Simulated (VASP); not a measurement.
Wanted: the native input for a VASP 6.6.1 run.

| Item | Value |
| --- | --- |
| Task | single point |
| Functional | PBEsol |
| Potentials or basis | VASP PAW PBE potentials, release 64 (Ta_pv, N) |
| Cutoff | 520 eV |
| k mesh | 5 × 5 × 8 |
| Occupations | gaussian, width 0.05 eV |
| Spin | collinear spin, antiferromagnetic start |
| Starting moments | [0.5, -0.5, 0.5, 0.0, 0.0, 0.0] μB |
| Hubbard terms | Ta d U = 2 eV |
| Further INCAR settings | ALGO = Fast; EDIFF = 1e-06 |

The structure of TaN lies in POSCAR:

```
TaN
1.0
    5.1960001500      0.0000000000      0.0000000000
   -2.5980000800      4.4998681300      0.0000000000
    0.0000000000      0.0000000000      2.9109996000
Ta N
3 3
Direct
    0.3333333333      0.6666666667      0.5000000000
    0.6666666667      0.3333333333      0.5000000000
    0.0000000000      0.0000000000      0.0000000000
    0.3928500000      0.0000000000      0.0000000000
    0.6071500000      0.6071500000      0.0000000000
    0.0000000000      0.3928500000      0.0000000000
```

One way to write it, as run:

INCAR

```
PREC     = Accurate       # precision mode
ENCUT    = 520            # plane-wave cutoff, eV
EDIFF    = 1E-6           # SCF threshold, eV
ISMEAR   = 0              # smearing method
SIGMA    = 0.05           # smearing width, eV
LREAL    = F              # projectors in reciprocal space
LASPH    = T              # aspherical terms in the spheres
NELM     = 100            # most SCF steps
ALGO     = Fast           # electronic algorithm
ISIF     = 2              # what is computed and relaxed
LWAVE    = F              # write WAVECAR
LCHARG   = F              # write CHGCAR
ISPIN    = 2              # spin polarisation
MAGMOM   = 0.5 -0.5 0.5 0 0 0 # initial moments
LORBIT   = 11             # projections on sites
LMAXMIX  = 4              # l up to which the mixer works
LDAU     = T              # DFT+U
LDAUTYPE = 2            
LDAUL    = 2 -1           # shell
LDAUU    = 2 0            # U, eV
LDAUJ    = 0 0          
LDAUPRINT= 1            
GGA      = PS             # functional
```

KPOINTS

```
Automatic mesh
0
Gamma
  5 5 8
```

Potentials or basis: VASP PAW PBE potentials, release 64 (Ta_pv, N).

Launch:

```console
$ cat potpaw_PBE.64/Ta_pv/POTCAR potpaw_PBE.64/N/POTCAR > POTCAR
$ mpirun -np 1 vasp_std > vasp.out
```

Results of the run:

```json
{"Pressure": "3.0 GPa", "Largest force": "0.110 eV/Å", "Band gap on the k mesh": "none (metal or under the smearing width)", "Net moment": "0.00 μB per cell", "Valence electrons inside the program's atomic spheres": "Ta 8.90, 8.93; N 3.80"}
```

Caveat: the PAW data sets were made with another functional, which shifts forces and pressure a little.

Run time: 89 s on 1 thread of Intel(R) Xeon(R) Platinum 8488C (Sapphire Rapids) (shared host), peak memory 0.25 GiB.
